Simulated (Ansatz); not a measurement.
The system is SnTe.

```
Te Sn
1.0
     0.00000    3.61115    3.61115
     3.61115    0.00000    3.61115
     3.61115    3.61115    0.00000
Te Sn
1 1
Direct
  0.25000 0.25000 0.25000
  0.00000 0.00000 0.00000
```

Measurements of this composition are mostly on another form, of space group No. 225.

Base run:

```yaml
Program: Ansatz 0.2.0
Functional: PBEsol
Potentials_or_basis: all-electron LAPW, non-relativistic
Cutoff: 188 eV (chosen from the basis error)
Basis_error_allowed: 0.001 eV/atom
k_mesh: 7 × 7 × 7
Occupations: fermi-dirac, width 0.05 eV
Spin: no spin polarisation
```

Its results: pressure -0.7 GPa.

Problem. The run is repeated on the same cell with these changes: potentials or basis from all-electron LAPW, non-relativistic to all-electron LAPW, scalar-relativistic. What comes out?

Solution. Pressure -1.4 GPa.

Caveats: relativity is left out, which matters for the heavier elements (some runs).
